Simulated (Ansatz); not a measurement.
System: rutile GeO2. Method: PBE-D4 in Ansatz (plane waves, PAW).

Numerical settings: plane-wave cutoff 520 eV, 8×8×12 k mesh (along the axes of the cell as run), Fermi–Dirac smearing 0.01 eV, scalar-relativistic PAW data made under PBE.

Shape and atoms are relaxed at each volume.

Pressure at four volumes; x = ln(V/9.554 Å³). One pressure is withheld.

| V (Å³/atom) | x | P (GPa) |
|---|---|---|
| 9.172 | -0.0408 | 9.77 |
| 9.554 | 0.0000 | 0.00 |
| 9.746 | 0.0199 | -3.95 |
| 9.937 | 0.0393 | ? |

Q: Pass a parabola P(x) through the three rows shown, estimate the bulk modulus and its pressure derivative near zero pressure, and predict the withheld pressure.

A: Slopes between the rows: (0.00 − (9.77))/(0.0000 − (-0.0408)) = -239.46 and (-3.95 − (0.00))/(0.0199 − (0.0000)) = -198.49 GPa. Their difference over the span 0.0607 is c = 40.97/0.0607 = 675.0 GPa, so P(x) = 9.77 + (-239.46)(x − (-0.0408)) + 675.0 (x − (-0.0408))(x − (0.0000)). At the middle row B = −dP/dx = −[-239.46 + 675.0 × 0.0408] = 211.9 GPa, and B′ = dB/dP = 2c/B = 6.4. At x = 0.0393 the parabola gives -7.29 GPa; the run gives -7.33 GPa. The Birch–Murnaghan fit to the energies at all volumes has B0 = 211 GPa and B′ = 6.1.

Measured, for comparison: bulk modulus 251 GPa (room temperature, no zero-point or thermal correction, from measured elastic constants; as tabulated in Sevik and Bulutay (2007), arXiv:cond-mat/0610176). Computed (rounded) less measured: bulk modulus -16 %.

Note: the bulk modulus comes from volumes at which shape and atoms were relaxed.

Ansatz is a first-principles code.
